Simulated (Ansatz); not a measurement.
# C (fcc type): the cost of one run

Computed with Ansatz 0.2.0 (DFT, PBE, all-electron LAPW, scalar-relativistic, unless a step's input says otherwise).

### 1 The structure to begin with

The structure is cubic, space group Fm-3m (No. 225). Conventional cell: a = 2.864 Å, b = 2.864 Å, c = 2.864 Å, α = 90.00°, β = 90.00°, γ = 90.00°. C (site symmetry m-3m) has 12 C at 2.03 Å as nearest neighbours.

Coordinates:

```cif
data_structure
_symmetry_space_group_name_H-M 'Fm-3m'
_symmetry_Int_Tables_number 225
_cell_length_a 2.8641
_cell_length_b 2.8641
_cell_length_c 2.8641
_cell_angle_alpha 90.000
_cell_angle_beta 90.000
_cell_angle_gamma 90.000
_cell_volume 23.50
loop_
_atom_site_label
_atom_site_type_symbol
_atom_site_symmetry_multiplicity
_atom_site_Wyckoff_symbol
_atom_site_fract_x
_atom_site_fract_y
_atom_site_fract_z
_atom_site_occupancy
C1 C 4 a 0.00000 0.00000 0.00000 1
```

The file gives the conventional cell by its symmetry; the runs use the cell typed in the input.

### 2 Fcc relaxed under pressure, LAPW

Input file input.yaml:

```yaml
crystal:
  lattice:
    - [0.0, 1.4320661618, 1.4320661618]
    - [1.4320661618, 0.0, 1.4320661618]
    - [1.4320661618, 1.4320661618, 0.0]
  atoms:
    - { symbol: C, position: [0.0, 0.0, 0.0] }
kpoints:
  mp_grid: { grid: [24, 24, 24] }
scf:
  occupations: { method: fermi_dirac, width: 0.08 }
hamiltonian:
  xc: pbe
  pseudopotentials: { kind: all_electron, lapw: { basis_error: 0.0005 } }
output:
  forces: true
  stress: true
  eigenvalues: true
relax:
  f_tol: 0.005
  max_steps: 12
  cell: { p_target: 49.0, stress_tol: 0.03 }
```

Run with:

```sh
$ ansatz run input.yaml --threads 1 --pin off --max-ram 3584MiB --backend cpu --events-out ev --progress --plain --runs-dir out
```

What time and memory should one allow on 1 thread of Intel Xeon 6975P-C (Granite Rapids), shared host?

About 12 s, with a peak of 0.35 GiB.
